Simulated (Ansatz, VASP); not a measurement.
# KCl: VASP beside Ansatz

INCAR

```
PREC     = Accurate       # precision mode
ENCUT    = 520            # plane-wave cutoff, eV
EDIFF    = 1E-6           # SCF threshold, eV
ISMEAR   = 0              # smearing method
SIGMA    = 0.1            # smearing width, eV
LREAL    = False          # projectors in reciprocal space
LASPH    = True           # aspherical terms in the spheres
NELM     = 60             # most SCF steps
ALGO     = Normal         # electronic algorithm
ISIF     = 2              # what is computed and relaxed
LWAVE    = False          # write WAVECAR
LCHARG   = False          # write CHGCAR
GGA      = PE             # functional
NBANDS   = 15             # bands
```

The input KPOINTS:

```
regular mesh
0
Gamma
  4 4 4
```

File POSCAR:

```
KCl
1.0
    3.8391960000      0.0000000000      0.0000000000
    0.0000000000      3.8391960000      0.0000000000
    0.0000000000      0.0000000000      3.8391960000
K Cl
1 1
Direct
    0.0000000000      0.0000000000      0.0000000000
    0.5000000000      0.5000000000      0.5000000000
```

Input for Ansatz:

```yaml
crystal:
  lattice:
    - [3.839196, 0.0, 0.0]
    - [0.0, 3.839196, 0.0]
    - [0.0, 0.0, 3.839196]
  atoms:
    - { symbol: K, position: [0.0, 0.0, 0.0] }
    - { symbol: Cl, position: [0.5, 0.5, 0.5] }
basis:
  ecutwfc: 420
kpoints:
  mp_grid: { grid: [4, 4, 4] }
hamiltonian:
  xc: pbe
scf:
  occupations: { method: gaussian, width: 0.1 }
output:
  forces: true
  stress: true
  eigenvalues: true
```

Measurements of this composition are mostly on another form, of space group No. 225.

Alike in both runs: task single point; functional PBE; k mesh 4 × 4 × 4; occupations gaussian, width 0.1 eV; no spin polarisation.

|  | VASP | Ansatz |
| --- | --- | --- |
| version | VASP 6.6.1 | Ansatz 0.2.0 |
| potentials or method | VASP PAW PBE potentials, release 64 (K_sv, Cl) | scalar-relativistic, plane waves, PAW |
| plane-wave cutoff (eV) | 520 | 420 |
| valence electrons in the cell | 16 | 16 |

```tsv
	VASP	Ansatz	Ansatz less VASP
gap on the k mesh at the Fermi level (eV)	4.79	4.80	+0.001
least direct gap on the mesh (eV)	5.00	5.00	+0.001
pressure (GPa)	0.0	0.0	-0.01
```

The functional is the same, so the differences come from potentials, cutoffs and numerics.

A k mesh can miss the band edges. Expect the measured gap to be larger: semilocal functionals such as PBE lack the derivative discontinuity.
